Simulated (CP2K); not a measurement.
The system is Ag.

```
Ag
1.0
     2.88888    0.00000    0.00000
     1.44444    2.50185    0.00000
     1.44444    0.83395    2.35876
Ag
1
Direct
  0.00000 0.00000 0.00000
```

Base run:

- Program: CP2K 2026.2
- Functional: PBE
- Potentials or basis: POTENTIAL_UZH Ag GTH-PBE-q11; TZVP-MOLOPT-PBE-GTH basis
- Density cutoff: 6123 eV
- k mesh: 11 × 11 × 11
- Occupations: fermi-dirac, width 0.01 eV
- Spin: no spin polarisation

Its results: band gap on the k mesh none (metal or under the smearing width); pressure 4.0 GPa.

Problem. The run is repeated on the same cell with these changes: functional from PBE to PBEsol. What comes out?

Solution. Band gap on the k mesh none (metal or under the smearing width); pressure -2.5 GPa.

PBEsol binds more tightly than PBE, so the same cell stands under less pressure.

Caveats: the basis of atomic orbitals isn't converged, which shifts pressures, moduli and gaps; the potentials were made for another functional, which shifts forces and pressure (some runs).
